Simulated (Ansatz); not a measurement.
**Be2C3, before and after**

The cell of Be2C3 is invented: random cell by space group and Wyckoff sites (Immm, No. 71). Lengths were set from tabulated atomic sizes, so they are only a guess.

start.cif

```cif
data_structure
_symmetry_space_group_name_H-M 'P 1'
_symmetry_Int_Tables_number 1
_cell_length_a 4.6136
_cell_length_b 4.6136
_cell_length_c 4.6136
_cell_angle_alpha 137.556
_cell_angle_beta 102.351
_cell_angle_gamma 92.760
_cell_volume 61.50
loop_
_atom_site_label
_atom_site_type_symbol
_atom_site_fract_x
_atom_site_fract_y
_atom_site_fract_z
_atom_site_occupancy
Be1 Be 0.14493 0.50000 0.64493 1
Be2 Be 0.85507 0.50000 0.35507 1
C1 C 0.00000 0.75393 0.75393 1
C2 C 0.00000 0.24607 0.24607 1
C3 C 0.50000 0.50000 0.00000 1
```

Level of theory: DFT PBE, scalar-relativistic, plane waves, PAW (Ansatz 0.2.0). Cutoff 420 eV, Gaussian smearing, Γ-centred meshes. Cell and atoms relax first on a coarse mesh and then on a finer one. In between, the cell is made exact in the group found at 0.06 Å. In metals the finer mesh still leaves noise of several meV/atom or more. The steps can't lower the symmetry of their start. Collinear spin is switched on along the way, since trial moments persisted in a coarse test.

end.cif

```cif
data_structure
_symmetry_space_group_name_H-M 'P 1'
_symmetry_Int_Tables_number 1
_cell_length_a 5.1897
_cell_length_b 5.1897
_cell_length_c 5.1897
_cell_angle_alpha 132.608
_cell_angle_beta 117.106
_cell_angle_gamma 82.379
_cell_volume 88.22
loop_
_atom_site_label
_atom_site_type_symbol
_atom_site_fract_x
_atom_site_fract_y
_atom_site_fract_z
_atom_site_occupancy
Be1 Be 0.19233 0.50000 0.69233 1
Be2 Be 0.80767 0.50000 0.30767 1
C1 C 0.00000 0.85049 0.85049 1
C2 C 0.00000 0.14951 0.14951 1
C3 C 0.50000 0.50000 0.00000 1
```

The symmetry stays Immm (No. 71). The volume per atom grows by 43.4 %, from 12.3 to 17.6 Å³. The shortest distance goes from 1.19 Å (Be–C) to 1.25 Å (C–C). The energy falls by about 4.3 eV/atom (the start's value is from the coarse mesh).

```json
{
  "Volume per atom": "17.6 Å³",
  "Density": "1.0 g/cm³",
  "Formation energy": "+1.27 eV/atom",
  "Gap on the 12×12×12 mesh of the 5-atom cell": "0 eV (a metal)",
  "Net moment per atom": "0.38 μB",
  "Moment by site": "C 0.6 μB"
}
```

The zero of energy is the elements' standard structures at the same level; no fitted shifts are applied. It can't be a ground state, since the elements alone are lower.

The last run used collinear spin and Gaussian smearing of 0.10 eV. No dispersion correction is applied, so the spacing and binding between layers, chains or molecules are poorly described. The reference form of C is held partly by dispersion forces, which this level lacks. The magnetic state reached may not be the lowest. Symmetry constrained the relaxation, so the result can be a saddle point. In all, the 4 runs took 9.8 min on 1 thread of Intel(R) Xeon(R) CPU @ 2.80GHz (Skylake/Cascade Lake) (shared host). Site moments count only spheres around the atoms; the net moment includes the space between them.
